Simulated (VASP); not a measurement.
# CdSe (Fm-3m) in VASP: a series of runs

One crystal, CdSe, is run at these levels: PBE, LDA; tasks: single point.

All numbers are computed with VASP 6.6.1; they aren't measurements. Logs are shortened: lines on timing, memory, paths and dates and some standing lists are left out, and cuts for length are marked.

## 1. The structure

Symmetry: Fm-3m, No. 225, cubic system. The conventional cell has a = 5.748 Å, b = 5.748 Å, c = 5.748 Å, α = 90.00°, β = 90.00°, γ = 90.00°. Cd (site symmetry m-3m) has 6 Se at 2.87 Å as nearest neighbours. Around Se (site symmetry m-3m) lie 6 Cd at 2.87 Å.

Measurements of this composition are mostly on another form, of space group No. 186.

## 2. Single point, PBE

Input file INCAR:

```
ALGO     = Fast           # electronic algorithm
EDIFF    = 1E-7           # SCF threshold, eV
ENCUT    = 500            # plane-wave cutoff, eV
GGA      = PE             # functional
ISIF     = 2              # what is computed and relaxed
ISMEAR   = 0              # smearing method
LASPH    = True           # aspherical terms in the spheres
LCHARG   = False          # write CHGCAR
LREAL    = False          # projectors in reciprocal space
LWAVE    = False          # write WAVECAR
NBANDS   = 16             # bands
NELM     = 60             # most SCF steps
PREC     = Accurate       # precision mode
SIGMA    = 0.02           # smearing width, eV
```

Input file KPOINTS:

```
k-points
0
Gamma
  4 4 4
```

Input file POSCAR:

```
CdSe
1.0
    0.0000000000      2.8739580000      2.8739580000
    2.8739580000      0.0000000000      2.8739580000
    2.8739580000      2.8739580000      0.0000000000
Cd Se
1 1
Direct
    0.0000000000      0.0000000000      0.0000000000
    0.5000000000      0.5000000000      0.5000000000
```

Potentials or basis: VASP PAW PBE potentials, release 64 (Cd_GW, Se_GW).

On the command line:

```bash
cat potpaw_PBE.64/Cd_GW/POTCAR potpaw_PBE.64/Se_GW/POTCAR > POTCAR
mpirun -np 1 vasp_std > vasp.out
```

OUTCAR:

```text
EDIFF = 1E-7
   ENCUT = 500
   GGA = PE
   ISIF = 2
   ISMEAR = 0
   LASPH = True
   LREAL = False
   NELM = 60
   PREC = Accurate

 ion  position               nearest neighbor table
   1  0.000  0.000  0.000-   2 2.87   2 2.87   2 2.87   2 2.87   2 2.87   2 2.87
   2  0.500  0.500  0.500-   1 2.87   1 2.87   1 2.87   1 2.87   1 2.87   1 2.87

  LATTYP: Found a face centered cubic cell.
 ALAT       =     5.7479160000

  Lattice vectors:

 A1 = (   0.0000000000,   2.8739580000,   2.8739580000)
 A2 = (   2.8739580000,   0.0000000000,   2.8739580000)
 A3 = (   2.8739580000,   2.8739580000,   0.0000000000)

Analysis of symmetry for initial positions (statically):
=====================================================================
 Subroutine PRICEL returns:
 Original cell was already a primitive cell.

 Routine SETGRP: Setting up the symmetry group for a
 face centered cubic supercell.

 Subroutine GETGRP returns: Found 48 space group operations
 (whereof 48 operations were pure point group operations)
 out of a pool of 48 trial point group operations.

The static configuration has the point symmetry O_h .

Analysis of symmetry for dynamics (positions and initial velocities):
=====================================================================
 Subroutine PRICEL returns:
 Original cell was already a primitive cell.

 Routine SETGRP: Setting up the symmetry group for a
 face centered cubic supercell.

 Subroutine GETGRP returns: Found 48 space group operations
 (whereof 48 operations were pure point group operations)
 out of a pool of 48 trial point group operations.

The dynamic configuration has the point symmetry O_h .

 Subroutine INISYM returns: Found 48 space group operations
 (whereof 48 operations are pure point group operations),
 and found     1 'primitive' translations

----------------------------------------------------------------------------------------

                                     Primitive cell

  volume of cell :      47.4757

  direct lattice vectors                    reciprocal lattice vectors
     0.000000000  2.873958000  2.873958000    -0.173976098  0.173976098  0.173976098
     2.873958000  0.000000000  2.873958000     0.173976098 -0.173976098  0.173976098
     2.873958000  2.873958000  0.000000000     0.173976098  0.173976098 -0.173976098

  length of vectors
     4.064390381  4.064390381  4.064390381     0.301335442  0.301335442  0.301335442

  position of ions in fractional coordinates (direct lattice)
     0.000000000  0.000000000  0.000000000
     0.500000000  0.500000000  0.500000000

  ion indices of the primitive-cell ions
   primitive index   ion index
                 1           1
                 2           2

----------------------------------------------------------------------------------------

 KPOINTS: k-points

Automatic generation of k-mesh.
 Grid dimensions read from file:
 generate k-points for:    4    4    4

 Generating k-lattice:

  Cartesian coordinates                     Fractional coordinates (reciprocal lattice)
    -0.043494025  0.043494025  0.043494025     0.250000000  0.000000000  0.000000000
     0.043494025 -0.043494025  0.043494025     0.000000000  0.250000000  0.000000000
     0.043494025  0.043494025 -0.043494025     0.000000000  0.000000000  0.250000000

  Length of vectors
     0.075333860  0.075333860  0.075333860

  Shift w.r.t. Gamma in fractional coordinates (k-lattice)
     0.000000000  0.000000000  0.000000000

 Subroutine IBZKPT returns following result:
 ===========================================

 Found      8 irreducible k-points:

 Following reciprocal coordinates:
            Coordinates               Weight
  0.000000  0.000000  0.000000      1.000000
  0.250000  0.000000  0.000000      8.000000
  0.500000  0.000000  0.000000      4.000000
  0.250000  0.250000  0.000000      6.000000
  0.500000  0.250000  0.000000     24.000000
 -0.250000  0.250000  0.000000     12.000000
  0.500000  0.500000  0.000000      3.000000
 -0.250000  0.500000  0.250000      6.000000
   k-points           NKPTS =      8   k-points in BZ     NKDIM =      8   number of bands    NBANDS=     16
   number of dos      NEDOS =    301   number of ions     NIONS =      2
   total plane-waves  NPLWV =  27000
   dimension x,y,z NGX =    30 NGY =   30 NGZ =   30
   dimension x,y,z NGXF=    60 NGYF=   60 NGZF=   60
   ions per type =               1   1
   NGX,Y,Z   is equivalent  to a cutoff of  12.27, 12.27, 12.27 a.u.
   NGXF,Y,Z  is equivalent  to a cutoff of  24.54, 24.54, 24.54 a.u.
 SYSTEM =  unknown system
   PREC   = accura    normal or accurate (medium, high low for compatibility)
   ISTART =      0    job   : 0-new  1-cont  2-samecut
   ICHARG =      2    charge: 1-file 2-atom 10-const
   ISPIN  =      1    spin polarized calculation?
   LNONCOLLINEAR =      F non collinear calculations
   LSORBIT =      F    spin-orbit coupling
   LASPH  =      T    aspherical Exc in radial PAW
   ENCUT  =  500.0 eV  36.75 Ry    6.06 a.u.   7.41  7.41  7.41*2*pi/ulx,y,z
   NELM   =     60;   NELMIN=  2; NELMDL= -5     # of ELM steps
   EDIFF  = 0.1E-06   stopping-criterion for ELM
   LREAL  =      F    real-space projection
   EDIFFG = 0.1E-05   stopping-criterion for IOM
   NSW    =      0    number of steps for IOM
   IBRION =     -1    ionic relax: 0-MD 1-quasi-New 2-CG
   NFREE  =      0    steps in history (QN), initial steepest desc. (CG)
   ISIF   =      2    stress and relaxation
   ISYM   =      2    0-nonsym 1-usesym 2-fastsym
   POTIM  = 0.5000    time-step for ionic-motion
   TEBEG  =    0.0;   TEEND  =   0.0 temperature during run
   PSTRESS=    0.0 pullay stress
   NELECT =      18.0000    total number of electrons
   NUPDOWN=      -1.0000    fix difference up-down
   EMIN   =  10.00;   EMAX   =-10.00  energy-range for DOS
   EFERMI =   0.00;   METHOD = LEGACY
   ISMEAR =     0;   SIGMA  =   0.02  broadening in eV -4-tet -1-fermi 0-gaus
   EFERMI_NEDOS =   21; number of points for ismear=-14 and -15
   IALGO  =     68    algorithm
   IMIX   =      4    mixing-type and parameters
     AMIX     =   0.40;   BMIX     =  1.00
     AMIX_MAG =   1.60;   BMIX_MAG =  1.00
  volume/ion in A,a.u.               =      23.74       160.19
  Fermi-wavevector in a.u.,A,eV,Ry     =   1.184882  2.239103 19.101849  1.403946
  Thomas-Fermi vector in A             =   2.321088
   LORBIT       =      0    0 simple, 1 ext, 2 COOP (PROOUT), +10 PAW based schemes
   GGA     = PE    functional components
   LHFCALC =     F    Hartree Fock is set to
   AEXX    =    0.0000 exact exchange contribution
   IVDW    =     0    specifies the selected vdW correction
   LEPSILON=     F    determine dielectric tensor
   LRPA    =     F    only Hartree local field effects (RPA)
 non-spin polarized calculation
 RMM-DIIS sequential band-by-band and
 Gauss-broadening in eV      SIGMA  =   0.02
  energy-cutoff  :      500.00
  volume of cell :       47.48
 maximum number of plane-waves:      1243
 NGX is ok and might be reduce to    30
   NGX = 15   NGY = 15   NGZ = 15

 number of electron      17.9999995 magnetization

 Free energy of the ion-electron system (eV)
  ---------------------------------------------------
  ext. energy  EPLUGINS =         0.00000000
  ---------------------------------------------------
  free energy    TOTEN  =        -5.15553040 eV

  energy without entropy =       -5.15418974  energy(sigma->0) =       -5.15486007

 E-fermi :   3.6075     XC(G=0): -10.0043

 val. band max:        3.6029636117   @ k =   0.5000   0.0000   0.0000
 cond. band min:       3.7360253379   @ k =   0.0000   0.0000   0.0000
 fundamental gap:      0.1330617261
 Fermi energy:         3.6074698401

 k-point     1 :       0.0000    0.0000    0.0000
  band No.  band energies     occupation
      1      -9.2348      2.00000
      2      -4.2428      2.00000
      3      -4.2428      2.00000
      4      -4.2269      2.00000
      5      -4.2269      2.00000
      6      -4.2269      2.00000
[... 8 lines left out ...]
     15      13.4099      0.00000
     16      13.7354      0.00000

 k-point     2 :       0.2500    0.0000    0.0000
  band No.  band energies     occupation
      1      -8.8338      2.00000
      2      -4.3527      2.00000
      3      -4.3527      2.00000
      4      -4.2687      2.00000
      5      -4.1605      2.00000
      6      -4.1605      2.00000
[... 8 lines left out ...]
     15      13.8426      0.00000
     16      13.8426      0.00000

 k-point     3 :       0.5000    0.0000    0.0000
  band No.  band energies     occupation
      1      -8.3345      2.00000
      2      -4.4597      2.00000
      3      -4.4597      2.00000
      4      -4.3711      2.00000
      5      -4.0906      2.00000
      6      -4.0906      2.00000
[... 8 lines left out ...]
     15      16.3710      0.00000
     16      16.3710      0.00000

 k-point     4 :       0.2500    0.2500    0.0000
  band No.  band energies     occupation
      1      -8.7769      2.00000
      2      -4.3242      2.00000
      3      -4.2788      2.00000
      4      -4.2049      2.00000
      5      -4.1490      2.00000
      6      -4.1490      2.00000
[... 8 lines left out ...]
     15      16.1628      0.00000
     16      16.9013      0.00000

 k-point     5 :       0.5000    0.2500    0.0000
  band No.  band energies     occupation
      1      -8.4044      2.00000
      2      -4.3171      2.00000
      3      -4.2940      2.00000
      4      -4.1915      2.00000
      5      -4.0718      2.00000
      6      -4.0015      2.00000
[... 8 lines left out ...]
     15      16.9346      0.00000
     16      17.4855      0.00000

 k-point     6 :      -0.2500    0.2500    0.0000
  band No.  band energies     occupation
      1      -8.4600      2.00000
      2      -4.4189      2.00000
      3      -4.3470      2.00000
      4      -4.2354      2.00000
      5      -4.1270      2.00000
      6      -4.0440      2.00000
[... 8 lines left out ...]
     15      16.2088      0.00000
     16      16.4508      0.00000

 k-point     7 :       0.5000    0.5000    0.0000
  band No.  band energies     occupation
      1      -8.4631      2.00000
      2      -4.3307      2.00000
      3      -4.1669      2.00000
      4      -4.0407      2.00000
      5      -4.0407      2.00000
      6      -3.5663      2.00000
[... 8 lines left out ...]
     15      17.9769      0.00000
     16      18.5156      0.00000

 k-point     8 :      -0.2500    0.5000    0.2500
  band No.  band energies     occupation
      1      -8.3536      2.00000
      2      -4.3410      2.00000
      3      -4.2171      2.00000
      4      -4.2171      2.00000
      5      -4.0407      2.00000
      6      -3.7038      2.00000
[... 8 lines left out ...]
     15      15.5651      0.00000
     16      18.5403      0.00000

------------------------ aborting loop because EDIFF is reached ----------------------------------------

  FORCE on cell =-STRESS in cart. coord.  units (eV):
  Direction    XX          YY          ZZ          XY          YZ          ZX
  --------------------------------------------------------------------------------------
  -------------------------------------------------------------------------------------
  Total       -0.0055067     -0.0055067     -0.0055067      0.0000000     -0.0000000      0.0000000
  in kB       -0.1858348     -0.1858348     -0.1858348      0.0000000     -0.0000000      0.0000000
  external PRESSURE =      -0.1858348 kB  Pullay stress =       0.0000000 kB

 VOLUME and BASIS-vectors are now :
 -----------------------------------------------------------------------------
  energy-cutoff  :      500.00
  volume of cell :       47.48
      direct lattice vectors                 reciprocal lattice vectors
     0.000000000  2.873958000  2.873958000    -0.173976098  0.173976098  0.173976098
     2.873958000  0.000000000  2.873958000     0.173976098 -0.173976098  0.173976098
     2.873958000  2.873958000  0.000000000     0.173976098  0.173976098 -0.173976098

 POSITION                                       TOTAL-FORCE (eV/Angst)
 -----------------------------------------------------------------------------------
      0.00000      0.00000      0.00000        -0.000000     -0.000000      0.000000
      2.87396      2.87396      2.87396         0.000000      0.000000     -0.000000
 -----------------------------------------------------------------------------------
    total drift:                               -0.000000      0.000000      0.000000

  FREE ENERGIE OF THE ION-ELECTRON SYSTEM (eV)
  ---------------------------------------------------
  free  energy   TOTEN  =        -5.1555303970 eV

  energy  without entropy=       -5.1541897394  energy(sigma->0) =       -5.15486007
```

Wall time 7.5 s (1 thread of AMD EPYC 9R45 (Zen 5), shared host); peak memory 0.14 GiB.

What came out:

```
Free energy            : -5.1555 eV
Pressure               : 0.0 GPa
Band gap on the k mesh : none (metal or under the smearing width)
```

Caveat: the k mesh is coarse (spacing up to 0.47 Å⁻¹), so the values aren't converged.

## 3. Single point, LDA

Input file INCAR:

```
SYSTEM = CdSe
PREC     = Accurate       ! precision mode
ENCUT    = 520            ! plane-wave cutoff, eV
EDIFF    = 1E-6           ! SCF threshold, eV
ISMEAR   = 0              ! smearing method
SIGMA    = 0.02           ! smearing width, eV
LREAL    = .False.        ! projectors in reciprocal space
LASPH    = .True.         ! aspherical terms in the spheres
NELM     = 100            ! most SCF steps
ALGO     = Normal         ! electronic algorithm
ISIF     = 2              ! what is computed and relaxed
LWAVE    = .False.        ! write WAVECAR
LCHARG   = .False.        ! write CHGCAR
```

Input file KPOINTS:

```
regular mesh
0
Gamma
  8 8 8
  0 0 0
```

POSCAR, as its differences from that of step 2:

```diff
@@ -7,4 +7,4 @@
 1 1
-Direct
+Cartesian
     0.0000000000      0.0000000000      0.0000000000
-    0.5000000000      0.5000000000      0.5000000000
+    2.8739580000      2.8739580000      2.8739580000
```

Potentials or basis: VASP PAW LDA potentials, release 64 (Cd, Se).

On the command line:

```bash
cat potpaw_LDA.64/Cd/POTCAR potpaw_LDA.64/Se/POTCAR > POTCAR
mpirun -np 1 vasp_std > vasp.out
```

Wall time 16 s (1 thread of Intel Xeon Platinum 8488C (Sapphire Rapids), shared host); peak memory 0.15 GiB.

It converged, with:

| Quantity | Value |
| --- | --- |
| Free energy | -6.5219 eV |
| Pressure | -5.6 GPa |
| Band gap on the k mesh | none (metal or under the smearing width) |

Levels at points of the mesh, in eV from the Fermi level:
```tsv
k point	band 7	band 8	band 9	band 10	band 11	band 12
(0.00, 0.00, 0.00)	-0.62	-0.62	-0.62	-0.15	8.62	8.62
(0.50, 0.00, 0.00)	-5.01	-0.04	-0.04	2.86	5.12	5.12
(0.50, 0.50, 0.00)	-4.13	-2.08	-2.08	-0.66	5.41	9.52
```
